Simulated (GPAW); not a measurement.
Pb:

```
CELL_PARAMETERS angstrom
0.00000 2.47502 2.47502
2.47502 0.00000 2.47502
2.47502 2.47502 0.00000
ATOMIC_POSITIONS crystal
Pb 0.00000 0.00000 0.00000
```

- Program: GPAW 26.7.0
- Task: relaxation of cell and atoms
- Functional: PW91
- Potentials or basis: PAW data sets generated in the run's folder for this functional
- Cutoff: 600 eV
- Basis: pw
- k mesh: 9 × 9 × 9
- Occupations: fermi-dirac, width 0.05 eV
- Spin: no spin polarisation

At the start: pressure 1.9 GPa; volume 30.32 Å³/atom.

Q: How do energy, volume and symmetry change on relaxing?

A: Over 3 steps the energy falls by 7.2 meV/atom and the volume is 31.55 Å³/atom (+4.0 %); space group Fm-3m (No. 225, to 0.05 Å).

The path:
```
step  energy change (eV)  largest force (eV/Å)  pressure (GPa)  volume (Å³)
   1              0.0000                0.0000            1.90        30.32
   2             -0.0044                0.0000            1.14        30.79
   3             -0.0072                0.0000            0.07        31.55
```

Final structure:
```cif
data_structure
_symmetry_space_group_name_H-M 'P 1'
_symmetry_Int_Tables_number 1
_cell_length_a 3.5468
_cell_length_b 3.5468
_cell_length_c 3.5468
_cell_angle_alpha 60.000
_cell_angle_beta 60.000
_cell_angle_gamma 60.000
_cell_volume 31.55
loop_
_atom_site_label
_atom_site_type_symbol
_atom_site_fract_x
_atom_site_fract_y
_atom_site_fract_z
_atom_site_occupancy
Pb1 Pb 0.00000 0.00000 0.00000 1
```

The cell as given is a measured one (30.32 Å³/atom); PW91 puts the equilibrium volume +4.0 % from it, thermal expansion not counted.

Caveat: later steps reuse the first step's grids.
